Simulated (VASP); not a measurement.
# Li2S (Fm-3m) in VASP: a series of runs, part 2 of 2

VASP 6.6.1.

## 3. Single point, PBE

File INCAR:

```
PREC = Accurate
ENCUT = 520
EDIFF = 1E-7
ISMEAR = 0
SIGMA = 0.01
LREAL = False
LASPH = True
NELM = 100
ALGO = Fast
ISIF = 2
LWAVE = False
LCHARG = False
GGA = PE
NBANDS = 13
```

File KPOINTS:

```
regular mesh
0
Gamma
  6 6 6
```

File POSCAR:

```
Li2S
1.0
    0.0000000000      2.8452943747      2.8452943747
    2.8452943747      0.0000000000      2.8452943747
    2.8452943747      2.8452943747      0.0000000000
Li S
2 1
Direct
    0.2500000000      0.2500000000      0.2500000000
    0.7500000000      0.7500000000      0.7500000000
    0.0000000000      0.0000000000      0.0000000000
```

Potentials or basis: VASP PAW PBE potentials, release 64 (Li_sv, S).

Run with:

```
> cat potpaw_PBE.64/Li_sv/POTCAR potpaw_PBE.64/S/POTCAR > POTCAR
> mpirun -np 1 vasp_std > vasp.out
```

OUTCAR:

```text
PREC = Accurate
   ENCUT = 520
   EDIFF = 1E-7
   ISMEAR = 0
   LREAL = False
   LASPH = True
   NELM = 100
   ISIF = 2
   GGA = PE

 ion  position               nearest neighbor table
   1  0.250  0.250  0.250-   3 2.46   3 2.46   3 2.46   3 2.46
   2  0.750  0.750  0.750-   3 2.46   3 2.46   3 2.46   3 2.46
   3  0.000  0.000  0.000-   2 2.46   2 2.46   2 2.46   1 2.46   2 2.46   1 2.46   1 2.46   1 2.46

  LATTYP: Found a face centered cubic cell.
 ALAT       =     5.6905887494

  Lattice vectors:

 A1 = (   0.0000000000,   2.8452943747,   2.8452943747)
 A2 = (   2.8452943747,   0.0000000000,   2.8452943747)
 A3 = (   2.8452943747,   2.8452943747,   0.0000000000)

Analysis of symmetry for initial positions (statically):
=====================================================================
 Subroutine PRICEL returns:
 Original cell was already a primitive cell.

 Routine SETGRP: Setting up the symmetry group for a
 face centered cubic supercell.

 Subroutine GETGRP returns: Found 48 space group operations
 (whereof 48 operations were pure point group operations)
 out of a pool of 48 trial point group operations.

The static configuration has the point symmetry O_h .

Analysis of symmetry for dynamics (positions and initial velocities):
=====================================================================
 Subroutine PRICEL returns:
 Original cell was already a primitive cell.

 Routine SETGRP: Setting up the symmetry group for a
 face centered cubic supercell.

 Subroutine GETGRP returns: Found 48 space group operations
 (whereof 48 operations were pure point group operations)
 out of a pool of 48 trial point group operations.

The dynamic configuration has the point symmetry O_h .

 Subroutine INISYM returns: Found 48 space group operations
 (whereof 48 operations are pure point group operations),
 and found     1 'primitive' translations

----------------------------------------------------------------------------------------

                                     Primitive cell

  volume of cell :      46.0693

  direct lattice vectors                    reciprocal lattice vectors
     0.000000000  2.845294375  2.845294375    -0.175728742  0.175728742  0.175728742
     2.845294375  0.000000000  2.845294375     0.175728742 -0.175728742  0.175728742
     2.845294375  2.845294375  0.000000000     0.175728742  0.175728742 -0.175728742

  length of vectors
     4.023853894  4.023853894  4.023853894     0.304371109  0.304371109  0.304371109

  position of ions in fractional coordinates (direct lattice)
     0.250000000  0.250000000  0.250000000
     0.750000000  0.750000000  0.750000000
     0.000000000  0.000000000  0.000000000

  ion indices of the primitive-cell ions
   primitive index   ion index
                 1           1
                 2           2
                 3           3

----------------------------------------------------------------------------------------

 KPOINTS: regular mesh

Automatic generation of k-mesh.
 Grid dimensions read from file:
 generate k-points for:    6    6    6

 Generating k-lattice:

  Cartesian coordinates                     Fractional coordinates (reciprocal lattice)
    -0.029288124  0.029288124  0.029288124     0.166666667  0.000000000  0.000000000
     0.029288124 -0.029288124  0.029288124     0.000000000  0.166666667  0.000000000
[... 36 lines left out ...]
   ions per type =               2   1
   NGX,Y,Z   is equivalent  to a cutoff of  12.39, 12.39, 12.39 a.u.
   NGXF,Y,Z  is equivalent  to a cutoff of  24.79, 24.79, 24.79 a.u.
 SYSTEM =  unknown system
   PREC   = accura    normal or accurate (medium, high low for compatibility)
   ISTART =      0    job   : 0-new  1-cont  2-samecut
   ICHARG =      2    charge: 1-file 2-atom 10-const
   ISPIN  =      1    spin polarized calculation?
   LNONCOLLINEAR =      F non collinear calculations
   LSORBIT =      F    spin-orbit coupling
   LASPH  =      T    aspherical Exc in radial PAW
   ENCUT  =  520.0 eV  38.22 Ry    6.18 a.u.   7.48  7.48  7.48*2*pi/ulx,y,z
   NELM   =    100;   NELMIN=  2; NELMDL= -5     # of ELM steps
   EDIFF  = 0.1E-06   stopping-criterion for ELM
   LREAL  =      F    real-space projection
   EDIFFG = 0.1E-05   stopping-criterion for IOM
   NSW    =      0    number of steps for IOM
   IBRION =     -1    ionic relax: 0-MD 1-quasi-New 2-CG
   NFREE  =      0    steps in history (QN), initial steepest desc. (CG)
   ISIF   =      2    stress and relaxation
   ISYM   =      2    0-nonsym 1-usesym 2-fastsym
   POTIM  = 0.5000    time-step for ionic-motion
   TEBEG  =    0.0;   TEEND  =   0.0 temperature during run
   PSTRESS=    0.0 pullay stress
   NELECT =      12.0000    total number of electrons
   NUPDOWN=      -1.0000    fix difference up-down
   EMIN   =  10.00;   EMAX   =-10.00  energy-range for DOS
   EFERMI =   0.00;   METHOD = LEGACY
   ISMEAR =     0;   SIGMA  =   0.01  broadening in eV -4-tet -1-fermi 0-gaus
   EFERMI_NEDOS =   21; number of points for ismear=-14 and -15
   IALGO  =     68    algorithm
   IMIX   =      4    mixing-type and parameters
     AMIX     =   0.40;   BMIX     =  1.00
     AMIX_MAG =   1.60;   BMIX_MAG =  1.00
  volume/ion in A,a.u.               =      15.36       103.63
  Fermi-wavevector in a.u.,A,eV,Ry     =   1.045518  1.975742 14.872626  1.093107
  Thomas-Fermi vector in A             =   2.180317
   LORBIT       =      0    0 simple, 1 ext, 2 COOP (PROOUT), +10 PAW based schemes
   GGA     = PE    functional components
   LHFCALC =     F    Hartree Fock is set to
   AEXX    =    0.0000 exact exchange contribution
   IVDW    =     0    specifies the selected vdW correction
   LEPSILON=     F    determine dielectric tensor
   LRPA    =     F    only Hartree local field effects (RPA)
 non-spin polarized calculation
 RMM-DIIS sequential band-by-band and
 Gauss-broadening in eV      SIGMA  =   0.01
  energy-cutoff  :      520.00
  volume of cell :       46.07
 maximum number of plane-waves:      1258
 NGX is ok and might be reduce to    30
   NGX = 15   NGY = 15   NGZ = 15

 number of electron      11.9999990 magnetization

 Free energy of the ion-electron system (eV)
  ---------------------------------------------------
  ext. energy  EPLUGINS =         0.00000000
  ---------------------------------------------------
  free energy    TOTEN  =       -11.99539455 eV

  energy without entropy =      -11.99539455  energy(sigma->0) =      -11.99539455

 E-fermi :   1.5955     XC(G=0):  -8.5219

 val. band max:        1.4888791943   @ k =   0.0000   0.0000   0.0000
 cond. band min:       4.8746312441   @ k =   0.5000   0.5000   0.0000
 fundamental gap:      3.3857520498
 Fermi energy:         1.5955216306

 k-point     1 :       0.0000    0.0000    0.0000
  band No.  band energies     occupation
      1     -42.6842      2.00000
      2     -42.6409      2.00000
      3      -9.5442      2.00000
      4       1.4889      2.00000
      5       1.4889      2.00000
      6       1.4889      2.00000
      7       5.7846      0.00000
      8       7.7199      0.00000
      9       7.7199      0.00000
     10       7.7199      0.00000
     11      12.6782      0.00000
     12      12.6782      0.00000
     13      13.9349      0.00000
[... 226 lines left out ...]
  band No.  band energies     occupation
      1     -42.6650      2.00000
      2     -42.6578      2.00000
      3      -8.9741      2.00000
      4      -0.5172      2.00000
      5      -0.2005      2.00000
      6      -0.1493      2.00000
      7       6.1687      0.00000
      8       9.4444      0.00000
      9       9.8614      0.00000
     10      11.5801      0.00000
     11      12.9974      0.00000
     12      13.9230      0.00000
     13      14.1089      0.00000

------------------------ aborting loop because EDIFF is reached ----------------------------------------

  FORCE on cell =-STRESS in cart. coord.  units (eV):
  Direction    XX          YY          ZZ          XY          YZ          ZX
  --------------------------------------------------------------------------------------
  -------------------------------------------------------------------------------------
  Total        0.0680194      0.0680194      0.0680194      0.0000000      0.0000000      0.0000000
  in kB        2.3655481      2.3655481      2.3655481      0.0000000      0.0000000      0.0000000
  external PRESSURE =       2.3655481 kB  Pullay stress =       0.0000000 kB

 VOLUME and BASIS-vectors are now :
 -----------------------------------------------------------------------------
  energy-cutoff  :      520.00
  volume of cell :       46.07
      direct lattice vectors                 reciprocal lattice vectors
     0.000000000  2.845294375  2.845294375    -0.175728742  0.175728742  0.175728742
     2.845294375  0.000000000  2.845294375     0.175728742 -0.175728742  0.175728742
     2.845294375  2.845294375  0.000000000     0.175728742  0.175728742 -0.175728742

 POSITION                                       TOTAL-FORCE (eV/Angst)
 -----------------------------------------------------------------------------------
      1.42265      1.42265      1.42265         0.000000      0.000000     -0.000000
      4.26794      4.26794      4.26794        -0.000000     -0.000000     -0.000000
      0.00000      0.00000      0.00000        -0.000000     -0.000000      0.000000
 -----------------------------------------------------------------------------------
    total drift:                                0.000000     -0.000000      0.000000

  FREE ENERGIE OF THE ION-ELECTRON SYSTEM (eV)
  ---------------------------------------------------
  free  energy   TOTEN  =       -11.9953945480 eV

  energy  without entropy=      -11.9953945480  energy(sigma->0) =      -11.99539455
```

OSZICAR:

```text
N       E                     dE             d eps       ncg     rms          rms(c)
DAV:   1     0.487717080790E+02    0.48772E+02   -0.54010E+03   416   0.914E+02
DAV:   2    -0.464240595961E+01   -0.53414E+02   -0.50743E+02   507   0.195E+02
DAV:   3    -0.121488436669E+02   -0.75064E+01   -0.74609E+01   796   0.480E+01
[... 14 lines left out ...]
RMM:  18    -0.119953943939E+02    0.51352E-06   -0.14270E-06   537   0.605E-03    0.441E-04
RMM:  19    -0.119953945502E+02   -0.15633E-06   -0.64381E-07   494   0.417E-03    0.480E-04
RMM:  20    -0.119953944008E+02    0.14940E-06   -0.26868E-07   440   0.303E-03    0.584E-04
RMM:  21    -0.119953945577E+02   -0.15687E-06   -0.17160E-07   425   0.248E-03    0.210E-04
RMM:  22    -0.119953945480E+02    0.96758E-08   -0.58699E-08   335   0.198E-03
   1 F= -.11995395E+02 E0= -.11995395E+02  d E =-.318436E-53
```

Wall time 18 s (1 thread of Intel Xeon Platinum 8259CL at 2.50GHz (Skylake/Cascade Lake), shared host); peak memory 0.15 GiB.

What came out:

- Free energy: -11.9954 eV
- Band gap on the k mesh: 3.39 eV, indirect (least direct gap 4.30 eV)

Levels at points of the mesh, in eV from the valence-band top:
```tsv
k point	band 4	band 5	band 6	band 7	band 8	band 9
(0.00, 0.00, 0.00)	0.00	0.00	0.00	4.30	6.23	6.23
(0.50, 0.00, 0.00)	-2.88	-0.51	-0.51	6.13	6.58	6.58
(0.50, 0.50, 0.00)	-2.17	-1.43	-1.43	3.39	7.11	11.12
```

Caveat: the cutoff is under 1.25 times the usual one of these potentials, so pressure, stress and relaxed cells hold a basis-set (Pulay) error.
